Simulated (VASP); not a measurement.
Crystal: SnO2 (Cassiterite).

```
Sn O
1.0
     4.73800    0.00000    0.00000
     0.00000    4.73800    0.00000
     0.00000    0.00000    3.18650
Sn O
2 4
Direct
  0.50000 0.50000 0.50000
  0.00000 0.00000 0.00000
  0.80710 0.19290 0.50000
  0.69290 0.69290 0.00000
  0.19290 0.80710 0.50000
  0.30710 0.30710 0.00000
```

| Quantity | Value |
| --- | --- |
| Program | VASP 6.6.1 |
| Task | relaxation of cell and atoms |
| Functional | optB88-vdW |
| Potentials or basis | VASP PAW PBE potentials, release 64 (Sn_d, O) |
| Cutoff | 600 eV |
| k mesh | 6 × 6 × 8 |
| Occupations | fermi-dirac, width 0.05 eV |
| Spin | no spin polarisation |

At the start: pressure 10.0 GPa; volume 11.92 Å³/atom.

Q: Where does the relaxation end?

A: Over 8 steps the energy falls by 17.7 meV/atom and the volume is 12.48 Å³/atom (+4.7 %); space group P4_2/mnm (No. 136, to 0.05 Å).

Step by step:
```csv
step,energy change (eV),largest force (eV/Å),pressure (GPa),volume (Å³)
1,0.0000,0.3288,9.99,71.53
2,0.0623,0.3374,-9.97,79.50
3,-0.1059,0.0240,-0.07,74.88
4,-0.1059,0.0181,0.12,74.81
5,-0.1061,0.0019,0.06,74.86
6,-0.1061,0.0074,0.04,74.88
7,-0.1061,0.0076,0.04,74.88
8,-0.1061,0.0001,-0.04,74.91
```

Final structure:
```xyz
6
Lattice="4.8047 0.0000 0.0000 0.0000 4.8047 0.0000 0.0000 0.0000 3.2448" Properties=species:S:1:pos:R:3 pbc="T T T"
Sn    2.4024    2.4024    1.6224
Sn    0.0000    0.0000    0.0000
O     3.8735    0.9312    1.6224
O     3.3336    3.3336    0.0000
O     0.9312    3.8735    1.6224
O     1.4711    1.4711    0.0000
```

Caveat: the PAW data sets were made with another functional, which shifts forces and pressure a little.
